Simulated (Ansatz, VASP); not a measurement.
## Ni: VASP beside Ansatz

```
Ni
1.0
     0.00000    1.71246    1.71246
     1.71246    0.00000    1.71246
     1.71246    1.71246    0.00000
Ni
1
Cartesian
  0.0000 0.0000 0.0000
```

Alike in both runs: functional LDA; k mesh 15 × 15 × 15; occupations fermi-dirac, width 0.05 eV; collinear spin.

Ansatz relaxed the structure, and its values are those at the end. VASP's run is a single point on that final structure, the one shown.

|  | VASP | Ansatz |
| --- | --- | --- |
| version | VASP 6.6.1 | Ansatz 0.2.0 |
| potentials or method | VASP PAW LDA potentials, release 64 (Ni) | plane waves (420 eV) with PAW, scalar-relativistic |
| plane-wave cutoff (eV) | 520 | 420 |
| valence electrons in the cell | 10 | 18 |

```tsv
	VASP	Ansatz	Ansatz less VASP
pressure (GPa)	-0.2	0.0	+0.17
net moment per atom (μB)	0.60	0.62	+0.020
size of the moment on the site where the two differ most (μB)	0.60	0.65	+0.047
```

Site moments also hang on the region over which each program counts them. The two sets of potentials don't hold the same shells in valence. Ansatz warned: «pseudo_functional_mismatch».
